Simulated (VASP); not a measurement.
C, 2 atoms in the cell. The structure is cubic, space group Fd-3m (No. 227). Conventional cell: a = 3.576 Å, b = 3.576 Å, c = 3.576 Å, α = 90.00°, β = 90.00°, γ = 90.00°. C (site symmetry -43m) is surrounded by 4 C at 1.55 Å. This isn't the form of C at room conditions, which is graphite.

- Program: VASP 6.6.1
- Task: band structure
- Functional: PBE
- Potentials or basis: VASP PAW PBE potentials, release 64 (C)
- Cutoff: 520 eV
- k mesh: 4 × 4 × 4
- Occupations: gaussian, width 0.02 eV
- Spin: no spin polarisation
- Further INCAR settings: ALGO = Fast; EDIFF = 1e-07

Potentials or basis: VASP PAW PBE potentials, release 64 (C).

The run is started by

```console
$ cat potpaw_PBE.64/C/POTCAR > POTCAR
$ cp INCAR.step1 INCAR
$ cp KPOINTS.step1 KPOINTS
$ mpirun -np 1 vasp_std > vasp.out
$ cp INCAR.step2 INCAR
$ cp KPOINTS.step2 KPOINTS
$ mpirun -np 1 vasp_std > vasp.out
```

Hardware: 1 thread of Intel(R) Xeon(R) Platinum 8488C (Sapphire Rapids), on a shared host.

Task: Estimate the wall time of this run.

Result: Run time: 9.9 s on 1 thread of Intel(R) Xeon(R) Platinum 8488C (Sapphire Rapids), with other jobs on the host, peak memory 0.12 GiB. Counts: scf iterations 6, k points 200.
